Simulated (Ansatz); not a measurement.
The same path of a periodic cell of 29 atoms, HfSi20H8 (surface Si(100)-2x1, underside capped with H, adsorbate Hf) was run twice with different band settings. Lost on the way: Si28–Hf29. Made: Si27–Hf29.

The calculation used DFT LDA, scalar-relativistic, plane waves, PAW in Ansatz. Settings: PAW set soft_1, cutoff 420 eV, k mesh 2x2x1, fermi-dirac smearing 0.02 eV, no spin polarisation.

Relaxed end points:

```xyz
29
Lattice="7.6792 0.0000 0.0000 0.0000 7.6792 0.0000 0.0000 0.0000 18.2555" Properties=species:S:1:pos:R:3
H 3.144 0.000 1.000
H 0.696 0.000 1.000
H 6.983 0.000 1.000
H 4.535 0.000 1.000
H 3.144 3.840 1.000
H 0.696 3.840 1.000
H 6.983 3.840 1.000
H 4.535 3.840 1.000
Si 1.920 0.000 1.865
Si 5.759 0.000 1.865
Si 1.920 3.840 1.865
Si 5.759 3.840 1.865
Si 1.997 1.928 3.129
Si 5.683 1.920 3.114
Si 1.969 5.762 3.261
Si 5.717 5.744 3.256
Si -0.012 2.106 4.226
Si 3.846 1.865 4.537
Si 0.000 5.792 4.543
Si 3.851 5.712 4.733
Si -0.020 0.297 5.577
Si 3.878 0.038 6.019
Si 0.056 3.734 5.851
Si 4.008 3.690 6.022
Si 1.784 0.279 7.214
Si 5.891 0.615 7.235
Si 1.986 2.609 6.594
Si 5.943 3.331 7.381
Hf 7.374 6.104 7.244
```

```xyz
29
Lattice="7.6792 0.0000 0.0000 0.0000 7.6792 0.0000 0.0000 0.0000 18.2555" Properties=species:S:1:pos:R:3
H 3.144 0.000 1.000
H 0.696 0.000 1.000
H 6.983 0.000 1.000
H 4.535 0.000 1.000
H 3.144 3.840 1.000
H 0.696 3.840 1.000
H 6.983 3.840 1.000
H 4.535 3.840 1.000
Si 1.920 0.000 1.865
Si 5.759 0.000 1.865
Si 1.920 3.840 1.865
Si 5.759 3.840 1.865
Si 2.001 1.920 3.116
Si 5.686 1.929 3.129
Si 1.964 5.745 3.256
Si 5.712 5.762 3.261
Si 0.015 2.111 4.225
Si 3.839 1.868 4.538
Si 0.002 5.799 4.541
Si 3.830 5.717 4.734
Si 0.023 0.304 5.581
Si 3.803 0.042 6.020
Si -0.060 3.739 5.850
Si 3.668 3.696 6.023
Si 1.790 0.615 7.239
Si 5.896 0.279 7.215
Si 1.733 3.334 7.380
Si 5.689 2.612 6.594
Hf 7.978 6.104 7.242
```

Common settings: spring 5.0 eV/Å²; optimiser quadratic models (default); force threshold 0.05 eV/Å; end points relaxed; atoms held 1 to 12.

| run | movable images | climbing image | start path | iteration limit |
| --- | --- | --- | --- | --- |
| 1 | 3 | yes | straight line | 49 |
| 2 | 6 | from the first iteration | default | 26 |

What does each run give, and how far can it be trusted?

Run 1: converged after 7 iterations, highest image 0.154 eV above the first end. By the program's own check the climbing image is of a kind that is not told: the force calls were inconclusive, a negative curvature could not be distinguished from the path's own, the only one lies far off the path, or fixed occupations may fill a level only in part (lowest curvatures found: -0.14 and 0.27 eV/Å²).
Run 2: converged after 8 iterations, highest image 0.153 eV above the first end. The order of the stationary point at the top wasn't checked.
Limits of this set-up: coarse k mesh, thin slab, slab without dipole correction, PAW files made for another functional.
